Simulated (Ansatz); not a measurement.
This guess for C is about to be relaxed.

Space group P1 (No. 1). a = 2.592 Å, b = 2.799 Å, c = 3.303 Å, α = 110.14°, β = 90.20°, γ = 96.97°
```json
{"atom": "C", "site": "1a", "symmetry": "1", "x": "0.6880", "y": "0.7838", "z": "0.7554"}
{"atom": "C", "site": "1a", "symmetry": "1", "x": "0.9464", "y": "0.3074", "z": "0.7886"}
{"atom": "C", "site": "1a", "symmetry": "1", "x": "0.8363", "y": "0.8905", "z": "0.3541"}
{"atom": "C", "site": "1a", "symmetry": "1", "x": "0.3149", "y": "0.7266", "z": "0.0459"}
```

Theory: DFT PBE, scalar-relativistic, plane waves, PAW (Ansatz 0.2.0). Cutoff 420 eV, Gaussian smearing, Γ-centred meshes. Cell and atoms relax first on a coarse mesh and then on a finer one. In between, the cell is made exact in the group found at 0.06 Å. In metals the finer mesh still leaves noise of several meV/atom or more. The steps can't lower the symmetry of their start. No spin polarisation in the relaxation; trial moments died out in a coarse test.

A guess keeps its type if space group and coordination stay and the shape of the cell changes little (axis ratios within about 15 %, angles within 6°); the volume may change.

Q: Does this structure survive the relaxation?

A: It doesn't keep its type. The symmetry goes from P1 (No. 1) to Imm2 (No. 44). The volume per atom grows by 38.2 %, from 5.6 to 7.7 Å³. The shortest distance goes from 1.40 Å (C–C) to 1.32 Å (C–C). Counting neighbours within 15 % of an atom's shortest distance, the start has C 2/4 and the end C 3/4. In detail, at the end C on a site of symmetry m is surrounded by 1 C at 1.32 Å and 2 C at 1.48–1.49 Å; around C on a site of symmetry mm2 lie 2 C at 1.49 Å and 2 C at 1.61 Å; C on a second site of symmetry mm2 is surrounded by 2 C at 1.48 Å and 2 C at 1.61 Å.

```yaml
crystal:
  lattice:
    - [-1.33284, 1.89676, 3.04943]
    - [1.33284, -1.89676, 3.04943]
    - [1.33284, 1.89676, -3.04943]
  atoms:
    - { symbol: C, position: [0.42522, 0.25188, 0.17333] }
    - { symbol: C, position: [0.07855, 0.25188, 0.82667] }
    - { symbol: C, position: [0.03282, 0.03282, 0.00000] }
    - { symbol: C, position: [0.88602, 0.38602, 0.50000] }
```

The last run used a 20×20×20 mesh for its 4-atom cell and Gaussian smearing of 0.10 eV. A structure relaxed within its symmetry needn't be a true minimum. Another cell of C relaxed alike, in Fmmm, lies 0.93 eV/atom lower, so this cell isn't the stable form at this level.

In counts of neighbours, a slash parts the counts of unlike sites.
